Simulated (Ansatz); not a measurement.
# CdSe: how the settings move a single-point run

How sensitive is a single-point run of CdSe to its settings? A reference run comes first, then three runs with altered input. The cell is built on a prototype (CsCl type) and needn't be the phase found in nature.

Computed with Ansatz 0.2.0 (reference: DFT, HSE06, plane waves, PAW, unless a step's input says otherwise).

6 further runs of the same task are left out: 1 for a known fault of the program, 5 that didn't finish.

### Step 1. The system as given

It takes space group Pm-3m (No. 221, cubic). Conventional cell: a = 3.533 Å, b = 3.533 Å, c = 3.533 Å, α = 90.00°, β = 90.00°, γ = 90.00°. Cd (site symmetry m-3m) has 8 Se at 3.06 Å as nearest neighbours. Se (site symmetry m-3m) is surrounded by 8 Cd at 3.06 Å.

Structure file:

```xyz
2
Lattice="3.5331 0.0000 0.0000 0.0000 3.5331 0.0000 0.0000 0.0000 3.5331" Properties=species:S:1:pos:R:3 pbc="T T T"
Cd    0.0000    0.0000    0.0000
Se    1.7666    1.7666    1.7666
```

### Step 2. Reference

input.yaml reads:

```yaml
crystal:
  lattice:
    - [3.5331017334, 0.0, 0.0]
    - [0.0, 3.5331017334, 0.0]
    - [0.0, 0.0, 3.5331017334]
  atoms:
    - { symbol: Cd, position: [0.0, 0.0, 0.0] }
    - { symbol: Se, position: [0.5, 0.5, 0.5] }
kpoints:
  mp_grid: { grid: [4, 4, 4] }
hamiltonian:
  xc: hse06
scf:
  occupations: { method: fermi_dirac, width: 0.02 }
  n_extra_bands: 4
output:
  forces: true
  stress: true
  eigenvalues: true
```

Command:

```console
> ansatz run input.yaml --threads 4 --pin off --max-ram 3686MiB --backend cpu --events-out ev --progress --plain --runs-dir out
```

### Step 3. Changed: exchange pbe, correlation pbe, coeff 0.2, omega 0.2078

input.yaml, as its differences from that of step 2:

```diff
@@ -11,3 +11,6 @@
 hamiltonian:
-  xc: hse06
+  xc:
+    exchange: pbe
+    correlation: pbe
+    exx: { coeff: 0.2, omega: 0.2078 }
 scf:
```

### Step 4. Changing settings: exchange pbe, correlation pbe, coeff 0.4

input.yaml, as its differences from that of step 2:

```diff
@@ -11,3 +11,3 @@
 hamiltonian:
-  xc: hse06
+  xc: { exchange: pbe, correlation: pbe, exx: { coeff: 0.4 } }
 scf:
```

### Step 5. Changed: exchange pbe, correlation pbe, coeff 0.5, omega 0.5

input.yaml, as its differences from that of step 2:

```diff
@@ -11,3 +11,3 @@
 hamiltonian:
-  xc: hse06
+  xc: { exchange: pbe, correlation: pbe, exx: { coeff: 0.5, omega: 0.5 } }
 scf:
```

**Question.** What will these runs give? Wanted: for each run, ending; energy change; pressure; gap; force.

**Answer**, as computed:

```tsv
run	ending	energy change	pressure (GPa)	gap (eV)	force (eV/Å)	cycles	time
reference	converged	-	-0.3	0.00	0.00	20	5.2 s
1: exchange pbe, correlation pbe, coeff 0.2, omega 0.2078	converged	not comparable	0.0	0.00	0.00	16	4.8 s
2: exchange pbe, correlation pbe, coeff 0.4	converged	not comparable	-0.2	0.00	0.00	49	13 s
3: exchange pbe, correlation pbe, coeff 0.5, omega 0.5	converged	not comparable	-0.4	0.00	0.00	20	5.5 s
```

Residual by cycle in the longest SCF loop of each run; runs are numbered as in the table. The quantity is the density residual dr2, in eV.

```tsv
cycle	reference	run 1	run 2	run 3
1	0.00271	0.00269	2.8e-5	0.00304
2	0.00108	0.00108	7.3e-6	0.0011
3	3.7e-5	3.2e-5	6.9e-6	1.2e-4
4	5.1e-6	4.3e-6	6.9e-6	8.5e-6
5	6.0e-7	4.9e-7	6.9e-6	1.0e-6
6	4.1e-8	4.0e-8	2.3e-6	4.3e-8
7	2.5e-9	2.8e-9	1.4e-7	2.0e-9
8	1.1e-10	1.2e-10	1.2e-7	1.1e-10
9	-	-	1.2e-7	-
10	-	-	8.0e-8	-
11	-	-	4.5e-9	-
```

What this shows: Of the variants the dearest is «exchange pbe, correlation pbe, coeff 0.4» (13 s), the cheapest «exchange pbe, correlation pbe, coeff 0.2, omega 0.2078» (4.8 s), on a shared host.
